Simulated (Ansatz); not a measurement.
Runs of Ansatz 0.2.0 on Cd. It takes space group Im-3m (No. 229, cubic). Conventional cell: a = 3.569 Å, b = 3.569 Å, c = 3.569 Å, α = 90.00°, β = 90.00°, γ = 90.00°. Cd (site symmetry m-3m) is surrounded by 8 Cd at 3.09 Å. This isn't the form of Cd at room conditions, which is hcp.

```csv
task,level,potentials or basis,spin,k mesh,cutoff (eV),smearing,gap on the mesh (eV),pressure (GPa)
atomic charges,m-r2SCAN,Ansatz PAW,"SOC, no magnetisation",10 × 10 × 10,500,gaussian 0.15 eV,none,-1.5
electric field gradients,PBEsol,SSSP efficiency PAW,off,10 × 10 × 10,1361,methfessel-paxton 0.15 eV,none,(a)
ladder of functionals,BPBE+D3(BJ)-ATM,SSSP efficiency PAW,off,10 × 10 × 10,1361,fermi-dirac 0.15 eV,none,-5.1
single point,HSE03,Ansatz PAW earlier set,off,8 × 8 × 8,620,fermi-dirac 0.1 eV,none,-0.1
```

Alike in all rows: cell as given.

Estimate the missing entries.

(a) -2.8.

Caveats: the PAW data sets come from PBE, with cores solved anew for the run's functional, which leaves a small shift of forces and pressure (some runs); pairwise dispersion overbinds metals, which lowers pressure and volume (some runs); the dispersion damping was fitted for another functional or another form of the correction (some runs); the thresholds are loose for stress (some runs).

A k mesh can miss the band edges, and rows without SOC leave out spin-orbit coupling on Cd.

A gap of «none» marks a metal or a gap under the smearing width.
